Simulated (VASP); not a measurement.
SnS2, 3 atoms in the cell. Symmetry: P-3m1, No. 164, trigonal system. Conventional cell: a = 3.639 Å, b = 3.639 Å, c = 6.062 Å, α = 90.00°, β = 90.00°, γ = 120.00°. Sn (site symmetry -3m) has 6 S at 2.56 Å as nearest neighbours. S (site symmetry 3m) has 3 Sn at 2.56 Å as nearest neighbours. 

- Program: VASP 6.6.1
- Task: relaxation of the atoms
- Functional: LDA
- Potentials or basis: VASP PAW LDA potentials, release 64 (Sn_d, S)
- Cutoff: 520 eV
- k mesh: 10 × 10 × 6
- Occupations: gaussian, width 0.05 eV
- Spin: no spin polarisation
- Further INCAR settings: ALGO = Normal; EDIFF = 1e-06; IBRION = 2; EDIFFG = -0.02; NSW = 40

Potentials or basis: VASP PAW LDA potentials, release 64 (Sn_d, S).

Run with:

```sh
$ cat potpaw_LDA.64/Sn_d/POTCAR potpaw_LDA.64/S/POTCAR > POTCAR
$ mpirun -np 2 vasp_std > vasp.out
```

Hardware: 2 MPI ranks on Intel(R) Xeon(R) 6975P-C (Granite Rapids), on a shared host.

Problem. How long does it take, and how much memory?

Solution. Wall time 16 s on 2 MPI ranks on Intel(R) Xeon(R) 6975P-C (Granite Rapids), with other jobs on the host, peak memory 0.2 GiB a rank. Counts: scf iterations 12, k points 72, ion steps 1.
